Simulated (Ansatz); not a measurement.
# GaP: the cost of one run

Computed with Ansatz 0.2.0 (DFT PBE, scalar-relativistic, plane waves, PAW, unless a step's input says otherwise).

## Step 1: The starting structure

The structure is cubic, space group F-43m (No. 216). The conventional cell has a = 5.451 Å, b = 5.451 Å, c = 5.451 Å, α = 90.00°, β = 90.00°, γ = 90.00°. Ga (site symmetry -43m) is surrounded by 4 P at 2.36 Å. P (site symmetry -43m) is surrounded by 4 Ga at 2.36 Å.

Coordinates:

```
CELL_PARAMETERS angstrom
0.00000 8.17575 8.17575
8.17575 0.00000 8.17575
8.17575 8.17575 0.00000
ATOMIC_POSITIONS crystal
Ga 0.00000 0.00000 0.00000
Ga 0.00000 0.00000 0.33333
Ga 0.00000 0.00000 0.66667
Ga 0.00000 0.33333 0.00000
Ga 0.00000 0.33333 0.33333
Ga 0.00000 0.33333 0.66667
Ga 0.00000 0.66667 0.00000
Ga 0.00000 0.66667 0.33333
Ga 0.00000 0.66667 0.66667
Ga 0.33333 0.00000 0.00000
Ga 0.33333 0.00000 0.33333
Ga 0.33333 0.00000 0.66667
Ga 0.33333 0.33333 0.00000
Ga 0.33333 0.33333 0.33333
Ga 0.33333 0.33333 0.66667
Ga 0.33333 0.66667 0.00000
Ga 0.33333 0.66667 0.33333
Ga 0.33333 0.66667 0.66667
Ga 0.66667 0.00000 0.00000
Ga 0.66667 0.00000 0.33333
Ga 0.66667 0.00000 0.66667
Ga 0.66667 0.33333 0.00000
Ga 0.66667 0.33333 0.33333
Ga 0.66667 0.33333 0.66667
Ga 0.66667 0.66667 0.00000
Ga 0.66667 0.66667 0.33333
Ga 0.66667 0.66667 0.66667
P 0.08333 0.08333 0.08333
P 0.08333 0.08333 0.41667
P 0.08333 0.08333 0.75000
P 0.08333 0.41667 0.08333
P 0.08333 0.41667 0.41667
P 0.08333 0.41667 0.75000
P 0.08333 0.75000 0.08333
P 0.08333 0.75000 0.41667
P 0.08333 0.75000 0.75000
P 0.41667 0.08333 0.08333
P 0.41667 0.08333 0.41667
P 0.41667 0.08333 0.75000
P 0.41667 0.41667 0.08333
P 0.41667 0.41667 0.41667
P 0.41667 0.41667 0.75000
P 0.41667 0.75000 0.08333
P 0.41667 0.75000 0.41667
P 0.41667 0.75000 0.75000
P 0.75000 0.08333 0.08333
P 0.75000 0.08333 0.41667
P 0.75000 0.08333 0.75000
P 0.75000 0.41667 0.08333
P 0.75000 0.41667 0.41667
P 0.75000 0.41667 0.75000
P 0.75000 0.75000 0.08333
P 0.75000 0.75000 0.41667
P 0.75000 0.75000 0.75000
```

The runs take a perfect supercell of 54 atoms; the defect goes to fractional position (0.000, 0.000, 0.000).

## Step 2: The perfect supercell

The input, input.yaml:

```yaml
crystal:
  lattice:
    - [0.0, 8.17575, 8.17575]
    - [8.17575, 0.0, 8.17575]
    - [8.17575, 8.17575, 0.0]
  atoms:
    - { symbol: Ga, position: [0.0, 0.0, 0.0] }
    - { symbol: Ga, position: [0.0, 0.0, 0.333333] }
    - { symbol: Ga, position: [0.0, 0.0, 0.666667] }
    - { symbol: Ga, position: [0.0, 0.333333, 0.0] }
    - { symbol: Ga, position: [0.0, 0.333333, 0.333333] }
    - { symbol: Ga, position: [0.0, 0.333333, 0.666667] }
    - { symbol: Ga, position: [0.0, 0.666667, 0.0] }
    - { symbol: Ga, position: [0.0, 0.666667, 0.333333] }
    - { symbol: Ga, position: [0.0, 0.666667, 0.666667] }
    - { symbol: Ga, position: [0.333333, 0.0, 0.0] }
    - { symbol: Ga, position: [0.333333, 0.0, 0.333333] }
    - { symbol: Ga, position: [0.333333, 0.0, 0.666667] }
    - { symbol: Ga, position: [0.333333, 0.333333, 0.0] }
    - { symbol: Ga, position: [0.333333, 0.333333, 0.333333] }
    - { symbol: Ga, position: [0.333333, 0.333333, 0.666667] }
    - { symbol: Ga, position: [0.333333, 0.666667, 0.0] }
    - { symbol: Ga, position: [0.333333, 0.666667, 0.333333] }
    - { symbol: Ga, position: [0.333333, 0.666667, 0.666667] }
    - { symbol: Ga, position: [0.666667, 0.0, 0.0] }
    - { symbol: Ga, position: [0.666667, 0.0, 0.333333] }
    - { symbol: Ga, position: [0.666667, 0.0, 0.666667] }
    - { symbol: Ga, position: [0.666667, 0.333333, 0.0] }
    - { symbol: Ga, position: [0.666667, 0.333333, 0.333333] }
    - { symbol: Ga, position: [0.666667, 0.333333, 0.666667] }
    - { symbol: Ga, position: [0.666667, 0.666667, 0.0] }
    - { symbol: Ga, position: [0.666667, 0.666667, 0.333333] }
    - { symbol: Ga, position: [0.666667, 0.666667, 0.666667] }
    - { symbol: P, position: [0.083333, 0.083333, 0.083333] }
    - { symbol: P, position: [0.083333, 0.083333, 0.416667] }
    - { symbol: P, position: [0.083333, 0.083333, 0.75] }
    - { symbol: P, position: [0.083333, 0.416667, 0.083333] }
    - { symbol: P, position: [0.083333, 0.416667, 0.416667] }
    - { symbol: P, position: [0.083333, 0.416667, 0.75] }
    - { symbol: P, position: [0.083333, 0.75, 0.083333] }
    - { symbol: P, position: [0.083333, 0.75, 0.416667] }
    - { symbol: P, position: [0.083333, 0.75, 0.75] }
    - { symbol: P, position: [0.416667, 0.083333, 0.083333] }
    - { symbol: P, position: [0.416667, 0.083333, 0.416667] }
    - { symbol: P, position: [0.416667, 0.083333, 0.75] }
    - { symbol: P, position: [0.416667, 0.416667, 0.083333] }
    - { symbol: P, position: [0.416667, 0.416667, 0.416667] }
    - { symbol: P, position: [0.416667, 0.416667, 0.75] }
    - { symbol: P, position: [0.416667, 0.75, 0.083333] }
    - { symbol: P, position: [0.416667, 0.75, 0.416667] }
    - { symbol: P, position: [0.416667, 0.75, 0.75] }
    - { symbol: P, position: [0.75, 0.083333, 0.083333] }
    - { symbol: P, position: [0.75, 0.083333, 0.416667] }
    - { symbol: P, position: [0.75, 0.083333, 0.75] }
    - { symbol: P, position: [0.75, 0.416667, 0.083333] }
    - { symbol: P, position: [0.75, 0.416667, 0.416667] }
    - { symbol: P, position: [0.75, 0.416667, 0.75] }
    - { symbol: P, position: [0.75, 0.75, 0.083333] }
    - { symbol: P, position: [0.75, 0.75, 0.416667] }
    - { symbol: P, position: [0.75, 0.75, 0.75] }
basis:
  ecutwfc: 420
  fft_grid_basis: typed
kpoints:
  mp_grid: { grid: [1, 1, 1] }
hamiltonian:
  xc: pbe
  pseudopotentials: { kind: paw }
scf:
  occupations: { method: gaussian, width: 0.05 }
output:
  forces: true
  stress: false
  eigenvalues: true
  bader: false
  write_density: true
  volumetric_format: npy
```

Started as:

```
> ansatz run input.yaml --threads 8 --pin off --max-ram 16384MiB --backend cpu --events-out ev --progress --plain --runs-dir out
```

What time and memory should one allow on 8 threads of AMD EPYC 9R45 (Zen 5), shared host?

About 1.5 s, with a peak of 1.4 GiB.
